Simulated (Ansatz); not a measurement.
The system is CuO.

```
Cu O
1.0
     0.00000    2.32725    2.32725
     2.32725    0.00000    2.32725
     2.32725    2.32725    0.00000
Cu O
1 1
Direct
  0.00000 0.00000 0.00000
  0.25000 0.25000 0.25000
```

Measurements of this composition are mostly on another form, of space group No. 15.

Base run:

| Item | Value |
| --- | --- |
| Program | Ansatz 0.2.0 |
| Functional | PBEsol |
| Potentials or basis | Ansatz PAW |
| Cutoff | 420 eV (not typed: the program's choice for these potentials) |
| k mesh | 10 × 10 × 10 |
| Occupations | fermi-dirac, width 0.05 eV |
| Spin | no spin polarisation |
| Hubbard terms | Cu d U = 4.5 eV |

Its results: band gap on the k mesh none (metal or under the smearing width); pressure -13.2 GPa.

Question: The run is repeated on the same cell with these changes: functional from PBEsol to r2SCAN; cutoff from 420 eV (not typed: the program's choice for these potentials) to 500 eV (not typed: the program's choice for these potentials). What comes out?

Answer: Band gap on the k mesh none (metal or under the smearing width); pressure -12.5 GPa.

Caveats: an odd number of electrons without spin polarisation forces a metal; a magnetic or distorted state may lie lower; the run has no spin polarisation, though such a crystal can be magnetic; U without spin polarisation on a metal has little footing; the PAW data sets come from PBE, with cores solved anew for the run's functional, which leaves a small shift of forces and pressure.
